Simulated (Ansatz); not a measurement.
H on a (101) slab of TiO2 (I4_1/amd (No. 141)), 8 planes, outer planes O (top) and O (bottom), 1 a cell of 39.0 Å², relaxed (it stands last):

```
CELL_PARAMETERS angstrom
7.57474 0.00000 0.00000
-1.89369 5.14665 0.00000
0.00000 0.00000 23.86786
ATOMIC_POSITIONS crystal
O 0.15766 0.63063 0.33518
O 0.65766 0.63063 0.33518
Ti 0.06769 0.27077 0.36588
Ti 0.56769 0.27077 0.36588
O 0.29958 0.19832 0.37207
O 0.79958 0.19832 0.37207
O 0.47773 0.91090 0.39659
O 0.97773 0.91090 0.39659
Ti 0.20961 0.83846 0.40277
Ti 0.70961 0.83846 0.40277
O 0.11965 0.47860 0.43348
O 0.61965 0.47860 0.43348
O 0.22513 0.90362 0.48395
O 0.72684 0.90392 0.48365
Ti 0.13415 0.53672 0.52038
Ti 0.63376 0.53508 0.52041
O 0.36487 0.46006 0.52072
O 0.86539 0.46109 0.52115
O 0.54628 0.18270 0.55622
O 0.04502 0.18234 0.55651
Ti 0.26945 0.07898 0.54865
Ti 0.76989 0.07815 0.54789
O 0.19133 0.76068 0.58223
O 0.68907 0.76096 0.58199
H 0.33250 0.33015 0.63454
```

Computed with DFT PBE+D3(BJ), scalar-relativistic, plane waves, PAW in Ansatz 0.2.0. Settings: cutoff 420 eV, Γ-centred mesh 2×3×1 on the computed 25-atom cell, Gaussian smearing of 0.05 eV; collinear spin. The cell repeats along c with a dipole correction in the vacuum.

It binds with 0.13 eV an atom against the clean slab and the free atom (no zero-point or thermal terms); its shortest contact is H–Ti 2.42 Å. Take first-order desorption with no barrier to adsorption, no reaction on the face and an assumed prefactor of 10^13 s⁻¹.

Question: How long does an atom stay at 473 K?

Answer: τ = ν⁻¹·exp(E/k_BT) with k_BT = 0.0408 eV: E/k_BT = 3.2, so τ ≈ 2×10^-12 s. At about one hit a site a second (10⁻⁶ mbar) the coverage is near τ × 1 s⁻¹, so a layer needs more than atmospheric pressure.

Question: Where does its peak lie in a desorption experiment heated at 5 K/s?

Answer: The peak obeys E/(k_B·T_p²) = (ν/β)·exp(−E/k_BT_p). Solving gives T_p ≈ 52 K (E/k_BT_p = 28.9). An error of 0.1 eV in E moves it by about 40 K, and larger molecules have larger prefactors, which lowers it.

Question: Is this physisorption or chemisorption?

Answer: The tightest contact, H–Ti 2.42 Å, is 1.27 times the sum of covalent radii. That is longer than a single bond, but an atom with an unpaired electron can share it over such a distance, so this is a weak bond rather than plain physisorption, and semilocal functionals tend to overbind it. Leaving as a molecule, with a second adsorbate or an atom of the face, can cost less than leaving alone, which these figures don't count.